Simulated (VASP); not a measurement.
Crystal: HgSe.

```xyz
2
Lattice="0.0000 3.0390 3.0390 3.0390 0.0000 3.0390 3.0390 3.0390 0.0000" Properties=species:S:1:pos:R:3 pbc="T T T"
Hg    0.0000    0.0000    0.0000
Se    4.5585    4.5585    4.5585
```

Base run:

* Program: VASP 6.6.1
* Functional: SCAN
* Potentials or basis: VASP PAW PBE potentials, release 64 (Hg, Se)
* Cutoff: 520 eV
* k mesh: 8 × 8 × 8
* Occupations: fermi-dirac, width 0.05 eV
* Spin: no spin polarisation

Its results: pressure 2.0 GPa.

**Question.** The run is repeated on the same cell with these changes: functional from SCAN to rSCAN. What comes out?

**Answer.** Pressure 3.3 GPa.

Caveats: the PAW data sets were made with another functional, which shifts forces and pressure a little.
